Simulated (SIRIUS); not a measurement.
# Ag (P6_3/mmc) in SIRIUS: convergence with gk cutoff

Aim: find how far gk cutoff must go before the results for Ag settle, at PBE. This setting moves, with any that are tied to it; all else stays.

Everything below comes from runs of SIRIUS 7.12.0. Logs are shortened: lines on timing, memory, paths and dates and some standing lists are left out, and cuts for length are marked. The log counts tension as positive stress, the text compression.

## 1. The structure

The structure is hexagonal, space group P6_3/mmc (No. 194). Conventional cell: a = 2.930 Å, b = 2.930 Å, c = 4.790 Å, α = 90.00°, β = 90.00°, γ = 120.00°. Ag (site symmetry -6m2) is surrounded by 12 Ag at 2.93 Å.

This isn't the form of Ag at room conditions, which is fcc.

## 2. With gk cutoff 1.91 1/bohr

sirius.json

```json
{
  "control": {
    "processing_unit": "cpu",
    "std_evp_solver_name": "lapack",
    "gen_evp_solver_name": "lapack",
    "verbosity": 2,
    "print_forces": true,
    "ortho_rf": true,
    "use_second_variation": true,
    "rmt_max": 3.0,
    "num_bands_to_print": 24,
    "save_wf": true
  },
  "parameters": {
    "electronic_structure_method": "full_potential_lapwlo",
    "xc_functionals": ["XC_GGA_X_PBE", "XC_GGA_C_PBE"],
    "core_relativity": "dirac",
    "valence_relativity": "iora",
    "num_fv_states": 30,
    "smearing": "fermi_dirac",
    "smearing_width": 0.0018374661,
    "pw_cutoff": 20,
    "gk_cutoff": 1.91,
    "lmax_apw": 10,
    "lmax_rho": 8,
    "lmax_pot": 8,
    "num_mag_dims": 0,
    "auto_rmt": 0,
    "ngridk": [10, 10, 6],
    "shiftk": [0, 0, 0],
    "num_dft_iter": 80,
    "energy_tol": 1e-07,
    "density_tol": 1e-05,
    "use_symmetry": true
  },
  "settings": {"tol_ne": 1e-10},
  "iterative_solver": {"type": "exact"},
  "mixer": {"type": "anderson", "beta": 0.5, "max_history": 8},
  "unit_cell": {
    "lattice_vectors": [[5.5368975452, 0.0, 0.0], [-2.7684487726, 4.7950939323, 0.0], [0.0, 0.0, 9.051788137]],
    "atom_types": ["Ag"],
    "atom_files": {"Ag": "Ag.json"},
    "atoms": {"Ag": [[0.6666666667, 0.3333333333, 0.75], [0.3333333333, 0.6666666667, 0.25]]}
  }
}
```

Ag.json

```json
{
  "name": "silver",
  "symbol": "Ag",
  "number": 47,
  "mass": 107.8682,
  "rmin": 1e-06,
  "rmt": 2.54,
  "nrmt": 800,
  "rinf": 15.52,
  "core": "1s2s2p3s3p3d",
  "valence": [
    {"basis": [{"enu": 0.03, "dme": 0, "n": 0, "auto": 0}, {"enu": 0.03, "dme": 1, "n": 0, "auto": 0}]},
    {"l": 0, "n": 1, "basis": [{"enu": 0.13, "dme": 0, "n": 0, "auto": 0}]},
    {"l": 1, "n": 2, "basis": [{"enu": 0.13, "dme": 0, "n": 0, "auto": 0}]},
    {"l": 2, "n": 3, "basis": [{"enu": 0.1251, "dme": 0, "n": 0, "auto": 0}]},
    {"l": 3, "n": 4, "basis": [{"enu": 0.13, "dme": 0, "n": 0, "auto": 0}]}
  ],
  "lo": [
    {"l": 0, "basis": [{"enu": 0.13, "dme": 0, "n": 0, "auto": 0}, {"enu": 0.13, "dme": 1, "n": 0, "auto": 0}]},
    {
      "l": 0,
      "basis": [{"enu": -3.1797, "dme": 0, "n": 4, "auto": 1}, {"enu": -3.1797, "dme": 1, "n": 4, "auto": 1}]
    },
    {
      "l": 0,
      "basis": [{"enu": -3.1797, "dme": 1, "n": 4, "auto": 1}, {"enu": 0.13, "dme": 0, "n": 0, "auto": 0}]
    },
    {"l": 0, "basis": [{"enu": 0.13, "dme": 0, "n": 0, "auto": 0}, {"enu": 2.61, "dme": 0, "n": 0, "auto": 0}]},
    {"l": 1, "basis": [{"enu": 0.13, "dme": 0, "n": 0, "auto": 0}, {"enu": 0.13, "dme": 1, "n": 0, "auto": 0}]},
    {
      "l": 1,
      "basis": [{"enu": -1.8495, "dme": 0, "n": 4, "auto": 1}, {"enu": -1.8495, "dme": 1, "n": 4, "auto": 1}]
    },
    {
      "l": 1,
      "basis": [{"enu": -1.8495, "dme": 1, "n": 4, "auto": 1}, {"enu": 0.13, "dme": 0, "n": 0, "auto": 0}]
    },
    {"l": 1, "basis": [{"enu": 0.13, "dme": 0, "n": 0, "auto": 0}, {"enu": 2.982, "dme": 0, "n": 0, "auto": 0}]},
    {
      "l": 2,
      "basis": [{"enu": 0.1251, "dme": 0, "n": 0, "auto": 0}, {"enu": 0.1251, "dme": 1, "n": 0, "auto": 0}]
    },
    {
      "l": 2,
      "basis": [{"enu": 0.1251, "dme": 1, "n": 0, "auto": 0}, {"enu": 0.1251, "dme": 2, "n": 0, "auto": 0}]
    },
    {
      "l": 2,
      "basis": [{"enu": 0.1251, "dme": 0, "n": 0, "auto": 0}, {"enu": 2.5431, "dme": 0, "n": 0, "auto": 0}]
    },
    {"l": 3, "basis": [{"enu": 0.13, "dme": 0, "n": 0, "auto": 0}, {"enu": 0.13, "dme": 1, "n": 0, "auto": 0}]},
    {"l": 3, "basis": [{"enu": 0.13, "dme": 0, "n": 0, "auto": 0}, {"enu": 2.827, "dme": 0, "n": 0, "auto": 0}]}
  ],
  "free_atom": [... radial grid and density of the free atom, the start of the SCF ...]
}
```

sirius_start.json

```json
{
  "control": {
    "processing_unit": "cpu",
    "std_evp_solver_name": "lapack",
    "gen_evp_solver_name": "lapack",
    "verbosity": 1,
    "print_forces": false,
    "ortho_rf": true,
    "use_second_variation": true,
    "rmt_max": 3.0,
    "num_bands_to_print": 24,
    "save_wf": false
  },
  "parameters": {
    "electronic_structure_method": "full_potential_lapwlo",
    "xc_functionals": ["XC_LDA_X", "XC_LDA_C_PW"],
    "core_relativity": "dirac",
    "valence_relativity": "iora",
    "num_fv_states": 30,
    "smearing": "fermi_dirac",
    "smearing_width": 0.0055123983,
    "pw_cutoff": 20,
    "gk_cutoff": 1.52,
    "lmax_apw": 10,
    "lmax_rho": 8,
    "lmax_pot": 8,
    "num_mag_dims": 0,
    "auto_rmt": 0,
    "ngridk": [4, 4, 2],
    "shiftk": [0, 0, 0],
    "num_dft_iter": 30,
    "energy_tol": 0.01,
    "density_tol": 0.05,
    "use_symmetry": true
  },
  "settings": {"tol_ne": 1e-10},
  "iterative_solver": {"type": "exact"},
  "mixer": {"type": "anderson", "beta": 0.5, "max_history": 8},
  "unit_cell": {
    "lattice_vectors": [[5.5368975452, 0.0, 0.0], [-2.7684487726, 4.7950939323, 0.0], [0.0, 0.0, 9.051788137]],
    "atom_types": ["Ag"],
    "atom_files": {"Ag": "Ag.json"},
    "atoms": {"Ag": [[0.6666666667, 0.3333333333, 0.75], [0.3333333333, 0.6666666667, 0.25]]}
  }
}
```

Potentials or basis: all-electron FP-LAPW, apw+lo standard.

Command:

```sh
$ OMP_NUM_THREADS=1 sirius.scf --input=sirius_start.json --output=start.json
$ OMP_NUM_THREADS=1 sirius.scf --input=sirius.json --output=output.json --task=1
```

Wall time 29 s (1 thread of Arm Neoverse V1, shared host); peak memory 0.36 GiB.

What came out:

| Item | Value |
| --- | --- |
| Free energy | -289372.6566 eV |
| Band gap on the k mesh | none (metal or under the smearing width) |
| All electrons inside the program's atomic spheres | Ag 45.66 (radii Ag 2.54 bohr) |

## 3. With gk cutoff 2.25 1/bohr

sirius.json: that of step 2 with these lines changed.

```diff
@@ -22,3 +22,3 @@
     "pw_cutoff": 20,
-    "gk_cutoff": 1.91,
+    "gk_cutoff": 2.25,
     "lmax_apw": 10,
```

Ag.json

```json
{
  "name": "silver",
  "symbol": "Ag",
  "number": 47,
  "mass": 107.8682,
  "rmin": 1e-06,
  "rmt": 2.54,
  "nrmt": 800,
  "rinf": 15.52,
  "core": "1s2s2p3s3p3d",
  "valence": [
    {"basis": [{"enu": 0.01, "dme": 0, "n": 0, "auto": 0}, {"enu": 0.01, "dme": 1, "n": 0, "auto": 0}]},
    {"l": 0, "n": 1, "basis": [{"enu": 0.11, "dme": 0, "n": 0, "auto": 0}]},
    {"l": 1, "n": 2, "basis": [{"enu": 0.11, "dme": 0, "n": 0, "auto": 0}]},
    {"l": 2, "n": 3, "basis": [{"enu": 0.1051, "dme": 0, "n": 0, "auto": 0}]},
    {"l": 3, "n": 4, "basis": [{"enu": 0.11, "dme": 0, "n": 0, "auto": 0}]}
  ],
  "lo": [
    {"l": 0, "basis": [{"enu": 0.11, "dme": 0, "n": 0, "auto": 0}, {"enu": 0.11, "dme": 1, "n": 0, "auto": 0}]},
    {
      "l": 0,
      "basis": [{"enu": -3.1997, "dme": 0, "n": 4, "auto": 1}, {"enu": -3.1997, "dme": 1, "n": 4, "auto": 1}]
    },
    {
      "l": 0,
      "basis": [{"enu": -3.1997, "dme": 1, "n": 4, "auto": 1}, {"enu": 0.11, "dme": 0, "n": 0, "auto": 0}]
    },
    {"l": 0, "basis": [{"enu": 0.11, "dme": 0, "n": 0, "auto": 0}, {"enu": 2.59, "dme": 0, "n": 0, "auto": 0}]},
    {"l": 1, "basis": [{"enu": 0.11, "dme": 0, "n": 0, "auto": 0}, {"enu": 0.11, "dme": 1, "n": 0, "auto": 0}]},
    {
      "l": 1,
      "basis": [{"enu": -1.8695, "dme": 0, "n": 4, "auto": 1}, {"enu": -1.8695, "dme": 1, "n": 4, "auto": 1}]
    },
    {
      "l": 1,
      "basis": [{"enu": -1.8695, "dme": 1, "n": 4, "auto": 1}, {"enu": 0.11, "dme": 0, "n": 0, "auto": 0}]
    },
    {"l": 1, "basis": [{"enu": 0.11, "dme": 0, "n": 0, "auto": 0}, {"enu": 2.962, "dme": 0, "n": 0, "auto": 0}]},
    {
      "l": 2,
      "basis": [{"enu": 0.1051, "dme": 0, "n": 0, "auto": 0}, {"enu": 0.1051, "dme": 1, "n": 0, "auto": 0}]
    },
    {
      "l": 2,
      "basis": [{"enu": 0.1051, "dme": 1, "n": 0, "auto": 0}, {"enu": 0.1051, "dme": 2, "n": 0, "auto": 0}]
    },
    {
      "l": 2,
      "basis": [{"enu": 0.1051, "dme": 0, "n": 0, "auto": 0}, {"enu": 2.5231, "dme": 0, "n": 0, "auto": 0}]
    },
    {"l": 3, "basis": [{"enu": 0.11, "dme": 0, "n": 0, "auto": 0}, {"enu": 0.11, "dme": 1, "n": 0, "auto": 0}]},
    {"l": 3, "basis": [{"enu": 0.11, "dme": 0, "n": 0, "auto": 0}, {"enu": 2.807, "dme": 0, "n": 0, "auto": 0}]}
  ],
  "free_atom": [... radial grid and density of the free atom, the start of the SCF ...]
}
```

sirius_start.json: that of step 2 with these lines changed.

```diff
@@ -22,3 +22,3 @@
     "pw_cutoff": 20,
-    "gk_cutoff": 1.52,
+    "gk_cutoff": 1.8,
     "lmax_apw": 10,
```

Potentials or basis: all-electron FP-LAPW, apw+lo standard.

Command:

```sh
$ OMP_NUM_THREADS=1 sirius.scf --input=sirius_start.json --output=start.json
$ OMP_NUM_THREADS=1 sirius.scf --input=sirius.json --output=output.json --task=1
```

Run time: 32 s. Hardware: 1 thread of Arm Neoverse V1, shared host; peak memory 0.37 GiB.

Results:

```yaml
Free_energy: -289378.8235 eV
Band_gap_on_the_k_mesh: none (metal or under the smearing width)
All_electrons_inside_the_program's_atomic_spheres: Ag 45.74 (radii Ag 2.54 bohr)
```

## 4. With gk cutoff 2.6 1/bohr

sirius.json: that of step 3 with these lines changed.

```diff
@@ -22,3 +22,3 @@
     "pw_cutoff": 20,
-    "gk_cutoff": 2.25,
+    "gk_cutoff": 2.6,
     "lmax_apw": 10,
```

Ag.json

```json
{
  "name": "silver",
  "symbol": "Ag",
  "number": 47,
  "mass": 107.8682,
  "rmin": 1e-06,
  "rmt": 2.54,
  "nrmt": 800,
  "rinf": 15.52,
  "core": "1s2s2p3s3p3d",
  "valence": [
    {"basis": [{"enu": 0.0, "dme": 0, "n": 0, "auto": 0}, {"enu": 0.0, "dme": 1, "n": 0, "auto": 0}]},
    {"l": 0, "n": 1, "basis": [{"enu": 0.1, "dme": 0, "n": 0, "auto": 0}]},
    {"l": 1, "n": 2, "basis": [{"enu": 0.1, "dme": 0, "n": 0, "auto": 0}]},
    {"l": 2, "n": 3, "basis": [{"enu": 0.0951, "dme": 0, "n": 0, "auto": 0}]},
    {"l": 3, "n": 4, "basis": [{"enu": 0.1, "dme": 0, "n": 0, "auto": 0}]}
  ],
  "lo": [
    {"l": 0, "basis": [{"enu": 0.1, "dme": 0, "n": 0, "auto": 0}, {"enu": 0.1, "dme": 1, "n": 0, "auto": 0}]},
    {
      "l": 0,
      "basis": [{"enu": -3.2097, "dme": 0, "n": 4, "auto": 1}, {"enu": -3.2097, "dme": 1, "n": 4, "auto": 1}]
    },
    {"l": 0, "basis": [{"enu": -3.2097, "dme": 1, "n": 4, "auto": 1}, {"enu": 0.1, "dme": 0, "n": 0, "auto": 0}]},
    {"l": 0, "basis": [{"enu": 0.1, "dme": 0, "n": 0, "auto": 0}, {"enu": 2.58, "dme": 0, "n": 0, "auto": 0}]},
    {"l": 1, "basis": [{"enu": 0.1, "dme": 0, "n": 0, "auto": 0}, {"enu": 0.1, "dme": 1, "n": 0, "auto": 0}]},
    {
      "l": 1,
      "basis": [{"enu": -1.8795, "dme": 0, "n": 4, "auto": 1}, {"enu": -1.8795, "dme": 1, "n": 4, "auto": 1}]
    },
    {"l": 1, "basis": [{"enu": -1.8795, "dme": 1, "n": 4, "auto": 1}, {"enu": 0.1, "dme": 0, "n": 0, "auto": 0}]},
    {"l": 1, "basis": [{"enu": 0.1, "dme": 0, "n": 0, "auto": 0}, {"enu": 2.952, "dme": 0, "n": 0, "auto": 0}]},
    {
      "l": 2,
      "basis": [{"enu": 0.0951, "dme": 0, "n": 0, "auto": 0}, {"enu": 0.0951, "dme": 1, "n": 0, "auto": 0}]
    },
    {
      "l": 2,
      "basis": [{"enu": 0.0951, "dme": 1, "n": 0, "auto": 0}, {"enu": 0.0951, "dme": 2, "n": 0, "auto": 0}]
    },
    {
      "l": 2,
      "basis": [{"enu": 0.0951, "dme": 0, "n": 0, "auto": 0}, {"enu": 2.5131, "dme": 0, "n": 0, "auto": 0}]
    },
    {"l": 3, "basis": [{"enu": 0.1, "dme": 0, "n": 0, "auto": 0}, {"enu": 0.1, "dme": 1, "n": 0, "auto": 0}]},
    {"l": 3, "basis": [{"enu": 0.1, "dme": 0, "n": 0, "auto": 0}, {"enu": 2.797, "dme": 0, "n": 0, "auto": 0}]}
  ],
  "free_atom": [... radial grid and density of the free atom, the start of the SCF ...]
}
```

sirius_start.json: that of step 3 with these lines changed.

```diff
@@ -22,3 +22,3 @@
     "pw_cutoff": 20,
-    "gk_cutoff": 1.8,
+    "gk_cutoff": 2.08,
     "lmax_apw": 10,
```

Command:

```sh
$ OMP_NUM_THREADS=1 sirius.scf --input=sirius_start.json --output=start.json
$ OMP_NUM_THREADS=1 sirius.scf --input=sirius.json --output=output.json --task=1
```

It took 36 s on 1 thread of Arm Neoverse V1, shared host; peak memory 0.38 GiB.

Results:

```
Free energy                                       : -289381.3777 eV
Band gap on the k mesh                            : none (metal or under the smearing width)
All electrons inside the program's atomic spheres : Ag 45.78 (radii Ag 2.54 bohr)
```

## 5. With gk cutoff 2.94 1/bohr

sirius.json: that of step 4 with these lines changed.

```diff
@@ -22,3 +22,3 @@
     "pw_cutoff": 20,
-    "gk_cutoff": 2.6,
+    "gk_cutoff": 2.94,
     "lmax_apw": 10,
```

Ag.json

```json
{
  "name": "silver",
  "symbol": "Ag",
  "number": 47,
  "mass": 107.8682,
  "rmin": 1e-06,
  "rmt": 2.54,
  "nrmt": 800,
  "rinf": 15.52,
  "core": "1s2s2p3s3p3d",
  "valence": [
    {"basis": [{"enu": 0.02, "dme": 0, "n": 0, "auto": 0}, {"enu": 0.02, "dme": 1, "n": 0, "auto": 0}]},
    {"l": 0, "n": 1, "basis": [{"enu": 0.12, "dme": 0, "n": 0, "auto": 0}]},
    {"l": 1, "n": 2, "basis": [{"enu": 0.12, "dme": 0, "n": 0, "auto": 0}]},
    {"l": 2, "n": 3, "basis": [{"enu": 0.1151, "dme": 0, "n": 0, "auto": 0}]},
    {"l": 3, "n": 4, "basis": [{"enu": 0.12, "dme": 0, "n": 0, "auto": 0}]}
  ],
  "lo": [
    {"l": 0, "basis": [{"enu": 0.12, "dme": 0, "n": 0, "auto": 0}, {"enu": 0.12, "dme": 1, "n": 0, "auto": 0}]},
    {
      "l": 0,
      "basis": [{"enu": -3.1897, "dme": 0, "n": 4, "auto": 1}, {"enu": -3.1897, "dme": 1, "n": 4, "auto": 1}]
    },
    {
      "l": 0,
      "basis": [{"enu": -3.1897, "dme": 1, "n": 4, "auto": 1}, {"enu": 0.12, "dme": 0, "n": 0, "auto": 0}]
    },
    {"l": 0, "basis": [{"enu": 0.12, "dme": 0, "n": 0, "auto": 0}, {"enu": 2.6, "dme": 0, "n": 0, "auto": 0}]},
    {"l": 1, "basis": [{"enu": 0.12, "dme": 0, "n": 0, "auto": 0}, {"enu": 0.12, "dme": 1, "n": 0, "auto": 0}]},
    {
      "l": 1,
      "basis": [{"enu": -1.8595, "dme": 0, "n": 4, "auto": 1}, {"enu": -1.8595, "dme": 1, "n": 4, "auto": 1}]
    },
    {
      "l": 1,
      "basis": [{"enu": -1.8595, "dme": 1, "n": 4, "auto": 1}, {"enu": 0.12, "dme": 0, "n": 0, "auto": 0}]
    },
    {"l": 1, "basis": [{"enu": 0.12, "dme": 0, "n": 0, "auto": 0}, {"enu": 2.972, "dme": 0, "n": 0, "auto": 0}]},
    {
      "l": 2,
      "basis": [{"enu": 0.1151, "dme": 0, "n": 0, "auto": 0}, {"enu": 0.1151, "dme": 1, "n": 0, "auto": 0}]
    },
    {
      "l": 2,
      "basis": [{"enu": 0.1151, "dme": 1, "n": 0, "auto": 0}, {"enu": 0.1151, "dme": 2, "n": 0, "auto": 0}]
    },
    {
      "l": 2,
      "basis": [{"enu": 0.1151, "dme": 0, "n": 0, "auto": 0}, {"enu": 2.5331, "dme": 0, "n": 0, "auto": 0}]
    },
    {"l": 3, "basis": [{"enu": 0.12, "dme": 0, "n": 0, "auto": 0}, {"enu": 0.12, "dme": 1, "n": 0, "auto": 0}]},
    {"l": 3, "basis": [{"enu": 0.12, "dme": 0, "n": 0, "auto": 0}, {"enu": 2.817, "dme": 0, "n": 0, "auto": 0}]}
  ],
  "free_atom": [... radial grid and density of the free atom, the start of the SCF ...]
}
```

sirius_start.json: that of step 4 with these lines changed.

```diff
@@ -22,3 +22,3 @@
     "pw_cutoff": 20,
-    "gk_cutoff": 2.08,
+    "gk_cutoff": 2.36,
     "lmax_apw": 10,
```

Command:

```sh
$ OMP_NUM_THREADS=1 sirius.scf --input=sirius_start.json --output=start.json
$ OMP_NUM_THREADS=1 sirius.scf --input=sirius.json --output=output.json --task=1
```

Run time: 39 s. Hardware: 1 thread of Arm Neoverse V1, shared host; peak memory 0.4 GiB.

Results:

```yaml
Free_energy: -289382.2470 eV
Band_gap_on_the_k_mesh: none (metal or under the smearing width)
All_electrons_inside_the_program's_atomic_spheres: Ag 45.80 (radii Ag 2.54 bohr)
```

## 6. With gk cutoff 3.29 1/bohr

sirius.json: that of step 5 with these lines changed.

```diff
@@ -22,3 +22,3 @@
     "pw_cutoff": 20,
-    "gk_cutoff": 2.94,
+    "gk_cutoff": 3.29,
     "lmax_apw": 10,
```

Ag.json

```json
{
  "name": "silver",
  "symbol": "Ag",
  "number": 47,
  "mass": 107.8682,
  "rmin": 1e-06,
  "rmt": 2.54,
  "nrmt": 800,
  "rinf": 15.52,
  "core": "1s2s2p3s3p3d",
  "valence": [
    {"basis": [{"enu": 0.03, "dme": 0, "n": 0, "auto": 0}, {"enu": 0.03, "dme": 1, "n": 0, "auto": 0}]},
    {"l": 0, "n": 1, "basis": [{"enu": 0.13, "dme": 0, "n": 0, "auto": 0}]},
    {"l": 1, "n": 2, "basis": [{"enu": 0.13, "dme": 0, "n": 0, "auto": 0}]},
    {"l": 2, "n": 3, "basis": [{"enu": 0.1251, "dme": 0, "n": 0, "auto": 0}]},
    {"l": 3, "n": 4, "basis": [{"enu": 0.13, "dme": 0, "n": 0, "auto": 0}]}
  ],
  "lo": [
    {"l": 0, "basis": [{"enu": 0.13, "dme": 0, "n": 0, "auto": 0}, {"enu": 0.13, "dme": 1, "n": 0, "auto": 0}]},
    {
      "l": 0,
      "basis": [{"enu": -3.1797, "dme": 0, "n": 4, "auto": 1}, {"enu": -3.1797, "dme": 1, "n": 4, "auto": 1}]
    },
    {
      "l": 0,
      "basis": [{"enu": -3.1797, "dme": 1, "n": 4, "auto": 1}, {"enu": 0.13, "dme": 0, "n": 0, "auto": 0}]
    },
    {"l": 0, "basis": [{"enu": 0.13, "dme": 0, "n": 0, "auto": 0}, {"enu": 2.61, "dme": 0, "n": 0, "auto": 0}]},
    {"l": 1, "basis": [{"enu": 0.13, "dme": 0, "n": 0, "auto": 0}, {"enu": 0.13, "dme": 1, "n": 0, "auto": 0}]},
    {
      "l": 1,
      "basis": [{"enu": -1.8495, "dme": 0, "n": 4, "auto": 1}, {"enu": -1.8495, "dme": 1, "n": 4, "auto": 1}]
    },
    {
      "l": 1,
      "basis": [{"enu": -1.8495, "dme": 1, "n": 4, "auto": 1}, {"enu": 0.13, "dme": 0, "n": 0, "auto": 0}]
    },
    {"l": 1, "basis": [{"enu": 0.13, "dme": 0, "n": 0, "auto": 0}, {"enu": 2.982, "dme": 0, "n": 0, "auto": 0}]},
    {
      "l": 2,
      "basis": [{"enu": 0.1251, "dme": 0, "n": 0, "auto": 0}, {"enu": 0.1251, "dme": 1, "n": 0, "auto": 0}]
    },
    {
      "l": 2,
      "basis": [{"enu": 0.1251, "dme": 1, "n": 0, "auto": 0}, {"enu": 0.1251, "dme": 2, "n": 0, "auto": 0}]
    },
    {
      "l": 2,
      "basis": [{"enu": 0.1251, "dme": 0, "n": 0, "auto": 0}, {"enu": 2.5431, "dme": 0, "n": 0, "auto": 0}]
    },
    {"l": 3, "basis": [{"enu": 0.13, "dme": 0, "n": 0, "auto": 0}, {"enu": 0.13, "dme": 1, "n": 0, "auto": 0}]},
    {"l": 3, "basis": [{"enu": 0.13, "dme": 0, "n": 0, "auto": 0}, {"enu": 2.827, "dme": 0, "n": 0, "auto": 0}]}
  ],
  "free_atom": [... radial grid and density of the free atom, the start of the SCF ...]
}
```

sirius_start.json: that of step 5 with these lines changed.

```diff
@@ -22,3 +22,3 @@
     "pw_cutoff": 20,
-    "gk_cutoff": 2.36,
+    "gk_cutoff": 2.63,
     "lmax_apw": 10,
```

Potentials or basis: all-electron FP-LAPW, apw+lo standard.

Command:

```sh
$ OMP_NUM_THREADS=1 sirius.scf --input=sirius_start.json --output=start.json
$ OMP_NUM_THREADS=1 sirius.scf --input=sirius.json --output=output.json --task=1
```

Run time: 46 s. Hardware: 1 thread of Arm Neoverse V1, shared host; peak memory 0.42 GiB.

Results:

| Item | Value |
| --- | --- |
| Free energy | -289382.5346 eV |
| Band gap on the k mesh | none (metal or under the smearing width) |
| All electrons inside the program's atomic spheres | Ag 45.81 (radii Ag 2.54 bohr) |

(Part 1 of 2 ends here.)
